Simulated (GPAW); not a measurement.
# InP (F-43m) in GPAW: notebook

Aim: see how the results for InP move with the level of theory and the settings. Levels: PBEsol+D4, revPBE, LDA. Tasks: elastic constants, phonons.

Everything below comes from runs of GPAW 26.7.0. Logs are shortened: lines on timing, memory, paths and dates and some standing lists are left out, and cuts for length are marked. The log counts tension as positive stress, the text compression.

**Measured values to compare with.**

A printed reference work, data compilation reports, for a bulk crystal of InP at 1.6 K: band gap 1.4236 eV (direct).

The runs below are set against these values where they give the same quantity.

## (1) Starting point

Symmetry: F-43m, No. 216, cubic system. Conventional cell: a = 5.861 Å, b = 5.861 Å, c = 5.861 Å, α = 90.00°, β = 90.00°, γ = 90.00°. Around In (site symmetry -43m) lie 4 P at 2.54 Å. P (site symmetry -43m) is surrounded by 4 In at 2.54 Å.

## (2) Elastic constants, PBEsol+D4, 25.17 Å³/atom

The input, run.py:

```python
import json
import numpy as np
import spglib
from ase.calculators.mixing import SumCalculator
from ase.constraints import FixSymmetry
from ase.filters import FrechetCellFilter
from ase.io import write
from ase.optimize import BFGS
from ase.spacegroup import crystal
from ase.stress import full_3x3_to_voigt_6_stress, voigt_6_to_full_3x3_strain, voigt_6_to_full_3x3_stress
from ase.units import GPa
from dftd4.ase import DFTD4
from gpaw import GPAW, PW, setup_paths

setup_paths.insert(0, '.')

# In 4a
# P 4c
atoms = crystal(['In', 'P'],
                basis=[[0.0, 0.0, 0.0],
                       [0.25, 0.25, 0.25]],
                spacegroup=216, setting=1,  # F-43m
                cellpar=[5.861, 5.861, 5.861, 90.0, 90.0, 90.0],
                primitive_cell=True)

calc = GPAW(mode=PW(600),
            xc='PBEsol',
            kpts={'size': (8, 8, 8), 'gamma': True},
            occupations={'name': 'fermi-dirac', 'width': 0.05},
            nbands=18,
            convergence={'density': 1e-06, 'eigenstates': 1e-09},
            random=True,
            maxiter=100,
            symmetry={'tolerance': 0.001},
            txt='gpaw.txt')
atoms.calc = SumCalculator([calc, DFTD4(method='pbesol')])
atoms.set_constraint(FixSymmetry(atoms))
BFGS(FrechetCellFilter(atoms), trajectory='relax.traj', logfile='-').run(fmax=0.005, steps=40)
atoms.set_constraint()
energy = atoms.get_potential_energy()
forces = atoms.get_forces()
stress = atoms.get_stress()
calc.write('gs.gpw')
write('result.traj', atoms)
print('Cell:', atoms.cell.cellpar().round(4))
print(atoms.get_scaled_positions().round(5))

gpts = tuple(int(n) for n in calc.get_number_of_grid_points())
cell = atoms.cell[:].T
dataset = spglib.get_symmetry((atoms.cell[:], atoms.get_scaled_positions(), atoms.numbers), symprec=1e-4)
rotations = [cell @ w @ np.linalg.inv(cell) for w in dataset['rotations']]
strains, clamped, relaxed = [], [], []
for v in [0, 3]:
    for e in (-0.01, 0.01):
        voigt = np.zeros(6)
        voigt[v] = e
        F = voigt_6_to_full_3x3_strain(voigt)
        a = atoms.copy()
        a.set_cell(atoms.cell[:] @ F, scale_atoms=True)
        c = GPAW(mode=PW(600),
                 xc='PBEsol',
                 kpts={'size': (8, 8, 8), 'gamma': True},
                 occupations={'name': 'fermi-dirac', 'width': 0.05},
                 nbands=18,
                 convergence={'density': 1e-06, 'eigenstates': 1e-09},
                 random=True,
                 maxiter=100,
                 symmetry={'tolerance': 0.001},
                 gpts=gpts,
                 txt=f'strain-{v}{e:+.3f}.txt')
        a.calc = SumCalculator([c, DFTD4(method='pbesol')])
        s0 = s1 = a.get_stress() - stress
        BFGS(a, logfile=None).run(fmax=0.003, steps=25)
        s1 = a.get_stress() - stress
        print(v, e, 'clamped', (s0 / GPa).round(3), 'relaxed', (s1 / GPa).round(3), flush=True)
        for R in rotations:  # images under the point group
            eps = R @ (F - np.eye(3)) @ R.T
            strains.append(full_3x3_to_voigt_6_stress(eps) * [1, 1, 1, 2, 2, 2])
            for s, rows in ((s0, clamped), (s1, relaxed)):
                rows.append(full_3x3_to_voigt_6_stress(R @ voigt_6_to_full_3x3_stress(s) @ R.T))

C0, C = (np.linalg.lstsq(np.array(strains), np.array(s), rcond=None)[0].T / GPa for s in (clamped, relaxed))
print('Clamped-ion Cij (GPa):')
print(C0.round(1))
print('Relaxed-ion Cij (GPa):')
print(C.round(1))
json.dump({'clamped': C0.tolist(), 'relaxed': C.tolist()}, open('elastic.json', 'w'))
```

Potentials or basis: PAW data sets generated in the run's folder for this functional, pw.

Command:

```sh
$ gpaw-setup -f PBEsol In P
$ OMP_NUM_THREADS=1 python run.py
```

gpaw.txt:

```text
__  _  _
 | _ |_)|_||  |
 |__||  | ||/\| - 26.7.0

Input parameters:
  mode=PW(ecut=600.0),
  convergence={'density': 1e-06, 'eigenstates': 1e-09},
  kpts=MonkhorstPack(size=(8, 8, 8), gamma=True),
  maxiter=100,
  nbands=18,
  occupations=Occupations(name='fermi-dirac', width=0.05),
  random=True,
  symmetry=Symmetry(tolerance=0.001),
  xc=XC(name='PBEsol')
Initializing wave functions with random numbers

           P

       In

Atoms  # Å, Bohr magnetons
|   | symbol |        x |        y |        z |    initial magnetic moments |
|---|--------|----------|----------|----------|-----------------------------|
| 0 |     In | 0.000000 | 0.000000 | 0.000000 | ( 0.0000,  0.0000,  0.0000) |
| 1 |      P | 1.465250 | 1.465250 | 1.465250 | ( 0.0000,  0.0000,  0.0000) |

Unit cell  # Å
| periodic |        x |        y |        z |  lengths |    angles |
|----------|----------|----------|----------|----------|-----------|
|      yes | 0.000000 | 2.930500 | 2.930500 | 4.144353 | 60.000000 |
|      yes | 2.930500 | 0.000000 | 2.930500 | 4.144353 | 60.000000 |
|      yes | 2.930500 | 2.930500 | 0.000000 | 4.144353 | 60.000000 |

Number of symmetries: 24
Symmetry operations  # r_c * U_cc + t_c -> r_c
|    | kind |            matrix            |
|----|------|------------------------------|
|  0 |  E   |  1, 0, 0,  0, 1, 0,  0, 0, 1 |
|  1 |  σ   |  1, 0, 0,  0, 0, 1,  0, 1, 0 |
|  2 |  σ   |  1, 0,-1,  0, 1,-1,  0, 0,-1 |
|  3 |  C3  |  1, 0,-1,  0, 0,-1,  0, 1,-1 |
|  4 |  C3  |  1,-1, 0,  0,-1, 1,  0,-1, 0 |
|  5 |  σ   |  1,-1, 0,  0,-1, 0,  0,-1, 1 |
|  6 |  σ   |  0, 1, 0,  1, 0, 0,  0, 0, 1 |
|  7 |  C3  |  0, 1, 0,  0, 0, 1,  1, 0, 0 |
|  8 |  C2  |  0, 1,-1,  1, 0,-1,  0, 0,-1 |
|  9 |  S4  |  0, 1,-1,  0, 0,-1,  1, 0,-1 |
| 10 |  C3  |  0, 0, 1,  1, 0, 0,  0, 1, 0 |
| 11 |  σ   |  0, 0, 1,  0, 1, 0,  1, 0, 0 |
| 12 |  S4  |  0, 0,-1,  1, 0,-1,  0, 1,-1 |
| 13 |  C3  |  0, 0,-1,  0, 1,-1,  1, 0,-1 |
| 14 |  S4  |  0,-1, 1,  1,-1, 0,  0,-1, 0 |
| 15 |  C2  |  0,-1, 1,  0,-1, 0,  1,-1, 0 |
| 16 |  C3  |  0,-1, 0,  1,-1, 0,  0,-1, 1 |
| 17 |  S4  |  0,-1, 0,  0,-1, 1,  1,-1, 0 |
| 18 |  S4  | -1, 1, 0, -1, 0, 1, -1, 0, 0 |
| 19 |  C3  | -1, 1, 0, -1, 0, 0, -1, 0, 1 |
| 20 |  C3  | -1, 0, 1, -1, 1, 0, -1, 0, 0 |
| 21 |  S4  | -1, 0, 1, -1, 0, 0, -1, 1, 0 |
| 22 |  σ   | -1, 0, 0, -1, 1, 0, -1, 0, 1 |
| 23 |  C2  | -1, 0, 0, -1, 0, 1, -1, 1, 0 |
[... 176 lines left out ...]
|          1 |        -9.256 |     2.000 |
|          2 |        -9.256 |     2.000 |
|          3 |        -9.099 |     2.000 |
|          4 |        -9.099 |     2.000 |
|          5 |        -6.732 |     2.000 |
[... 10 lines left out ...]
|         16 |        15.878 |     0.000 |
|         17 |        15.878 |     0.000 |

Gap: 0.611 eV
Transition (v -> c):
  (s=0, k=0, n=8, [0.00, 0.00, 0.00]) -> (s=0, k=0, n=9, [0.00, 0.00, 0.00])
No difference between direct/indirect transitions

Stress tensor  # eV/Ang^3
|         x |         y |         z |
|-----------|-----------|-----------|
| -0.002251 | -0.000000 | -0.000000 |
| -0.000000 | -0.002251 |  0.000000 |
| -0.000000 |  0.000000 | -0.002251 |

Forces  # eV/Ang
|        x |       y |        z |
|----------|---------|----------|
| -0.00000 | 0.00000 |  0.00000 |  # In   0
| -0.00000 | 0.00000 | -0.00000 |  # P    1

Interpolating wave functions to new cell

           P

       In

Atoms  # Å, Bohr magnetons
|   | symbol |        x |        y |        z |    initial magnetic moments |
|---|--------|----------|----------|----------|-----------------------------|
| 0 |     In | 0.000000 | 0.000000 | 0.000000 | ( 0.0000,  0.0000,  0.0000) |
| 1 |      P | 1.463876 | 1.463876 | 1.463876 | ( 0.0000,  0.0000,  0.0000) |

Unit cell  # Å
| periodic |         x |         y |         z |  lengths |    angles |
|----------|-----------|-----------|-----------|----------|-----------|
|      yes | -0.000000 |  2.927751 |  2.927751 | 4.140466 | 60.000000 |
|      yes |  2.927751 | -0.000000 |  2.927751 | 4.140466 | 60.000000 |
|      yes |  2.927751 |  2.927751 | -0.000000 | 4.140466 | 60.000000 |

Number of symmetries: 24
Symmetry operations  # r_c * U_cc + t_c -> r_c
|    | kind |            matrix            |
|----|------|------------------------------|
|  0 |  E   |  1, 0, 0,  0, 1, 0,  0, 0, 1 |
|  1 |  σ   |  1, 0, 0,  0, 0, 1,  0, 1, 0 |
|  2 |  σ   |  1, 0,-1,  0, 1,-1,  0, 0,-1 |
|  3 |  C3  |  1, 0,-1,  0, 0,-1,  0, 1,-1 |
|  4 |  C3  |  1,-1, 0,  0,-1, 1,  0,-1, 0 |
|  5 |  σ   |  1,-1, 0,  0,-1, 0,  0,-1, 1 |
|  6 |  σ   |  0, 1, 0,  1, 0, 0,  0, 0, 1 |
|  7 |  C3  |  0, 1, 0,  0, 0, 1,  1, 0, 0 |
|  8 |  C2  |  0, 1,-1,  1, 0,-1,  0, 0,-1 |
|  9 |  S4  |  0, 1,-1,  0, 0,-1,  1, 0,-1 |
| 10 |  C3  |  0, 0, 1,  1, 0, 0,  0, 1, 0 |
| 11 |  σ   |  0, 0, 1,  0, 1, 0,  1, 0, 0 |
| 12 |  S4  |  0, 0,-1,  1, 0,-1,  0, 1,-1 |
| 13 |  C3  |  0, 0,-1,  0, 1,-1,  1, 0,-1 |
| 14 |  S4  |  0,-1, 1,  1,-1, 0,  0,-1, 0 |
| 15 |  C2  |  0,-1, 1,  0,-1, 0,  1,-1, 0 |
| 16 |  C3  |  0,-1, 0,  1,-1, 0,  0,-1, 1 |
| 17 |  S4  |  0,-1, 0,  0,-1, 1,  1,-1, 0 |
| 18 |  S4  | -1, 1, 0, -1, 0, 1, -1, 0, 0 |
| 19 |  C3  | -1, 1, 0, -1, 0, 0, -1, 0, 1 |
| 20 |  C3  | -1, 0, 1, -1, 1, 0, -1, 0, 0 |
| 21 |  S4  | -1, 0, 1, -1, 0, 0, -1, 1, 0 |
| 22 |  σ   | -1, 0, 0, -1, 1, 0, -1, 0, 1 |
| 23 |  C2  | -1, 0, 0, -1, 0, 1, -1, 1, 0 |
[... 167 lines left out ...]
|          1 |        -9.232 |     2.000 |
|          2 |        -9.232 |     2.000 |
|          3 |        -9.074 |     2.000 |
|          4 |        -9.074 |     2.000 |
|          5 |        -6.721 |     2.000 |
[... 10 lines left out ...]
|         16 |        15.914 |     0.000 |
|         17 |        15.914 |     0.000 |

Gap: 0.626 eV
Transition (v -> c):
  (s=0, k=0, n=8, [0.00, 0.00, 0.00]) -> (s=0, k=0, n=9, [0.00, 0.00, 0.00])
No difference between direct/indirect transitions

Stress tensor  # eV/Ang^3
|         x |         y |         z |
|-----------|-----------|-----------|
| -0.003479 |  0.000000 |  0.000000 |
|  0.000000 | -0.003479 |  0.000000 |
|  0.000000 |  0.000000 | -0.003479 |

Forces  # eV/Ang
|        x |        y |        z |
|----------|----------|----------|
| -0.00000 |  0.00000 |  0.00000 |  # In   0
|  0.00000 | -0.00000 | -0.00000 |  # P    1

Interpolating wave functions to new cell

           P

       In

Atoms  # Å, Bohr magnetons
|   | symbol |        x |        y |        z |    initial magnetic moments |
|---|--------|----------|----------|----------|-----------------------------|
| 0 |     In | 0.000000 | 0.000000 | 0.000000 | ( 0.0000,  0.0000,  0.0000) |
| 1 |      P | 1.459283 | 1.459283 | 1.459283 | ( 0.0000,  0.0000,  0.0000) |

Unit cell  # Å
| periodic |         x |         y |        z |  lengths |    angles |
|----------|-----------|-----------|----------|----------|-----------|
|      yes | -0.000000 |  2.918566 | 2.918566 | 4.127475 | 60.000000 |
|      yes |  2.918566 | -0.000000 | 2.918566 | 4.127475 | 60.000000 |
|      yes |  2.918566 |  2.918566 | 0.000000 | 4.127475 | 60.000000 |

Number of symmetries: 24
Symmetry operations  # r_c * U_cc + t_c -> r_c
|    | kind |            matrix            |
|----|------|------------------------------|
|  0 |  E   |  1, 0, 0,  0, 1, 0,  0, 0, 1 |
|  1 |  σ   |  1, 0, 0,  0, 0, 1,  0, 1, 0 |
|  2 |  σ   |  1, 0,-1,  0, 1,-1,  0, 0,-1 |
|  3 |  C3  |  1, 0,-1,  0, 0,-1,  0, 1,-1 |
|  4 |  C3  |  1,-1, 0,  0,-1, 1,  0,-1, 0 |
|  5 |  σ   |  1,-1, 0,  0,-1, 0,  0,-1, 1 |
|  6 |  σ   |  0, 1, 0,  1, 0, 0,  0, 0, 1 |
|  7 |  C3  |  0, 1, 0,  0, 0, 1,  1, 0, 0 |
|  8 |  C2  |  0, 1,-1,  1, 0,-1,  0, 0,-1 |
|  9 |  S4  |  0, 1,-1,  0, 0,-1,  1, 0,-1 |
| 10 |  C3  |  0, 0, 1,  1, 0, 0,  0, 1, 0 |
| 11 |  σ   |  0, 0, 1,  0, 1, 0,  1, 0, 0 |
| 12 |  S4  |  0, 0,-1,  1, 0,-1,  0, 1,-1 |
| 13 |  C3  |  0, 0,-1,  0, 1,-1,  1, 0,-1 |
| 14 |  S4  |  0,-1, 1,  1,-1, 0,  0,-1, 0 |
| 15 |  C2  |  0,-1, 1,  0,-1, 0,  1,-1, 0 |
| 16 |  C3  |  0,-1, 0,  1,-1, 0,  0,-1, 1 |
| 17 |  S4  |  0,-1, 0,  0,-1, 1,  1,-1, 0 |
| 18 |  S4  | -1, 1, 0, -1, 0, 1, -1, 0, 0 |
| 19 |  C3  | -1, 1, 0, -1, 0, 0, -1, 0, 1 |
| 20 |  C3  | -1, 0, 1, -1, 1, 0, -1, 0, 0 |
| 21 |  S4  | -1, 0, 1, -1, 0, 0, -1, 1, 0 |
| 22 |  σ   | -1, 0, 0, -1, 1, 0, -1, 0, 1 |
| 23 |  C2  | -1, 0, 0, -1, 0, 1, -1, 1, 0 |
[... 167 lines left out ...]
|          1 |        -9.151 |     2.000 |
|          2 |        -9.151 |     2.000 |
|          3 |        -8.988 |     2.000 |
|          4 |        -8.988 |     2.000 |
|          5 |        -6.686 |     2.000 |
[... 10 lines left out ...]
|         16 |        16.037 |     0.000 |
|         17 |        16.037 |     0.000 |

Gap: 0.676 eV
Transition (v -> c):
  (s=0, k=0, n=8, [0.00, 0.00, 0.00]) -> (s=0, k=0, n=9, [0.00, 0.00, 0.00])
No difference between direct/indirect transitions

Stress tensor  # eV/Ang^3
|         x |         y |         z |
|-----------|-----------|-----------|
| -0.007705 | -0.000000 |  0.000000 |
| -0.000000 | -0.007705 |  0.000000 |
|  0.000000 |  0.000000 | -0.007705 |

Forces  # eV/Ang
|       x |        y |        z |
|---------|----------|----------|
| 0.00000 | -0.00000 |  0.00000 |  # In   0
| 0.00000 | -0.00000 | -0.00000 |  # P    1

# Writing to gs.gpw (mode='')
```

Wall time 8.7 min (1 thread of Arm Neoverse V1, shared host); peak memory 0.42 GiB.

What came out:

```
Free energy                                  : -9.7791 eV
Relaxed volume                               : 24.86 Å³/atom
Relaxed cell                                 : a = 4.127 Å, b = 4.127 Å, c = 4.127 Å, α = 60.00°, β = 60.00°, γ = 60.00°
Space group after relaxing (to 0.05 Å)       : F-43m (No. 216)
Pressure after relaxing                      : 0.0 GPa
Band gap on the k mesh                       : 0.68 eV, direct
Elastic constants C11, C12, C44              : 99, 57, 44 GPa
Voigt bulk modulus                           : 71 GPa
Bulk modulus (Hill)                          : 71 GPa
Shear modulus (Hill)                         : 33 GPa
Young's modulus                              : 85 GPa
Poisson's ratio (from the elastic constants) : 0.30
Dispersion energy per atom                   : -0.200 eV
```

Caveat: the density grid can change from cell to cell, which puts small steps into energies and stress; spin-orbit coupling is left out, which moves the levels of the heavy elements.

(Continued in part 2 of 2.)
